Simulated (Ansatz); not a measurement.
Computed energy over volume and axial ratio: InN (wurtzite)

InN (wurtzite)

Space group P6₃mc (No. 186); a = b = 3.5805 Å, c = 5.7878 Å, α = β = 90.00°, γ = 120.00°

| atom | site | symmetry | x | y | z |
|---|---|---|---|---|---|
| In | 2b | 3m. | 0.3333 | 0.6667 | 0.0020 |
| N | 2b | 3m. | 0.6667 | 0.3333 | 0.1232 |

Two coordinates are scanned: the volume, and the ratio of the stretch along z (the conventional c axis) to the stretch across it. Atoms keep their fractional coordinates.

All values below come from PBE (plane waves to 420 eV, PAW, scalar-relativistic; Ansatz, an electronic-structure program). k mesh 11×11×6 (Γ-centred), Fermi-Dirac smearing 0.05 eV. Energies are smeared free energies. Stress and pressure are positive under compression. As the atoms are clamped, bonds stretch with the cell, which overstates energies and stresses. With partly filled bands, the response to shear is sensitive to the k mesh, so small differences along c/a are uncertain. At this level the bands of InN touch or barely overlap; measurements give the solid a gap. InN was relaxed with its symmetry unable to fall. ΔE is measured from the relaxed starting cell.

ΔE (meV/atom), with V/V₀ across and (c/a)/(c/a)₀ down:

```csv
(c/a)/(c/a)₀ \ V/V₀,0.960,0.980,1.000,1.020,1.040
0.880,156,142,132,129,129
0.940,43,33,30,31,36
1.000,11,3,0,2,9
1.060,38,28,24,25,30
1.120,108,95,87,84,86
```

σxx (GPa), with V/V₀ across and (c/a)/(c/a)₀ down:

| (c/a)/(c/a)₀ \ V/V₀ | 0.960 | 0.980 | 1.000 | 1.020 | 1.040 |
|---|---|---|---|---|---|
| 0.880 | -3.5 | -5.7 | -7.7 | -9.4 | -10.9 |
| 0.940 | 0.6 | -2.0 | -4.2 | -6.2 | -8.0 |
| 1.000 | 5.5 | 2.6 | 0.0 | -2.3 | -4.4 |
| 1.060 | 11.0 | 7.7 | 4.8 | 2.1 | -0.3 |
| 1.120 | 16.9 | 13.2 | 9.9 | 6.9 | 4.2 |

Derived quantities:

```
Quantity                                                                                                                            Value
--------------------------------------------------------------------------------------  -------------------------------------------------
Modulus against c/a change at fixed volume, (3/4V)·∂²E/∂(ln c/a)² (fit, atoms clamped)   110 GPa, an upper bound as the atoms could relax
Lowest place on the grid                                                                  V/V₀ = 1.000, (c/a)/(c/a)₀ = 1.000 (0 meV/atom)
Highest place on the grid                                                               V/V₀ = 0.960, (c/a)/(c/a)₀ = 0.880 (156 meV/atom)
```

(Under strain, the slope of the energy per volume gives the stress and its curvature an elastic modulus.)
